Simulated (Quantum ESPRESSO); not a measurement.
```cif
data_feo
_symmetry_space_group_name_H-M 'R-3m:H'
_symmetry_Int_Tables_number 166
_cell_length_a 3.0376
_cell_length_b 3.0376
_cell_length_c 7.5587
_cell_angle_alpha 90.000
_cell_angle_beta 90.000
_cell_angle_gamma 120.000
_cell_volume 60.40
loop_
_atom_site_label
_atom_site_type_symbol
_atom_site_symmetry_multiplicity
_atom_site_Wyckoff_symbol
_atom_site_fract_x
_atom_site_fract_y
_atom_site_fract_z
_atom_site_occupancy
Fe1 Fe 3 a 0.00000 0.00000 0.00000 1
O1 O 3 b 0.33333 0.66667 0.16667 1
_calc_subject 'FeO (Wuestite): parallel and opposed starts'
_calc_method 'LDA; plane waves with GBRV 1.5 LDA potentials, no spin-orbit coupling (and 2 further levels or steps)'
_calc_program 'Quantum ESPRESSO 7.5'
_calc_settings_of_one_run 'GBRV 1.5 LDA, potential files O: o_lda_v1.2.uspp.F.UPF, Fe: fe_lda_v1.5.uspp.F.UPF, cutoff 544.23 eV, 8×8×8 k-mesh, 17 bands, fermi-dirac occupations, smearing width 0.05 eV, collinear spin, SCF threshold 4.00e-9, mesh matched on, starting moments 4 0 μB'
_calc_cost '7 runs, 4.6 min in all on 2 MPI ranks of Arm Neoverse V1, shared host (the runs of this entry)'
_calc_notes 'The run is spin-polarised, with a total moment of 4.00 μB a cell (absolute 4.01). This is the lowest of 5 collinear or spinless starts, no proof of the ground state. No Hubbard term acts here. In such compounds local and semilocal functionals without one often delocalise the d electrons, and can shrink or lose moments and miss the size, sign and order of the couplings. The smearing term is large for its width, so states at the Fermi level are partly filled: at this level the cell is a metal or has a gap of a few widths at most.'
_calc_lowest_state_found 'ferromagnetic (from ferro +)'
_calc_largest_site_moment '3.43 μB'
_calc_next_state_with_moments 'antiferromagnetic, 13.7 meV a seeded atom higher'
_calc_state_without_moments '1328 meV a seeded atom higher'
```

[Logs and program files are shortened in this print: banners, set-up blocks, solver, clock and traceback lines can be left out without a mark of their own.]

[Logs are printed without paths, hosts, clocks, repeated set-up lines and the standing remarks that a program may print on its own settings, such as how far it seeks lower states.]

[Hosts, paths, dates, database ids (printed as entryN), source tags and the programs' standing remarks are cut or masked in the printed files.]

[Where a cell is said to come from a database of computed structures, the database is the Materials Project.]
